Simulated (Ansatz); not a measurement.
MnF2 (Fm-3m)

Method: DFT PBE, scalar-relativistic, plane waves, PAW in Ansatz.

Settings: cutoff 420 eV, Γ-centred mesh 10×10×10 on the computed 3-atom cell, Gaussian smearing of 0.02 eV; collinear spin from starting moments 4.8 0.0 0.0 μB.

The structure is relaxed at this level of theory with its symmetry kept, and needn't be the ground state of this composition.

Space group Fm-3m (No. 225), cubic, a = 5.236 Å. Around Mn lie 8 F at 2.27 Å; F is surrounded by 4 Mn at 2.27 Å and 6 F at 2.62 Å.

| Item | Value |
| --- | --- |
| Volume per atom | 11.96 Å³ |
| Formation energy from the elements' standard states (uncorrected) | -2.255 eV/atom |
| Kohn–Sham band gap | 1.92 eV, direct at Γ |
| Orbital (Löwdin) character of the top 1 eV of the valence band | Mn 3d 79 %, F 2p 20 % |
| Orbital (Löwdin) character of the lowest 1 eV of the conduction band | Mn 3d 94 % |
| Electron masses at the edge by direction of the standard setting (m_e; one valley, along these axes only; no spin-orbit coupling) | x: 0.45; y: 0.45; z: 0.45 |
| Hole masses at the edge by direction of the standard setting (m_e; one valley, along these axes only; no spin-orbit coupling) | x: 3.7, 2.7, 2.7; y: 3.7, 2.7, 2.7; z: 3.7, 2.7, 2.7 |
| Bader charge by site (e) | Mn (1 in the cell) 1.61, F (2 in the cell) -0.81 |
| Total moment | 5.00 μB per cell |
| Moment by site (μB) | Mn1 4.35, F2 0.10, F3 0.10 |

Only this magnetic start was tried.

The cell was found from a structure generator's guess, not taken from experiment. Kohn–Sham gaps at this level usually fall short of measured ones. Löwdin shares on free-atom orbitals overweight diffuse shells in the empty bands.
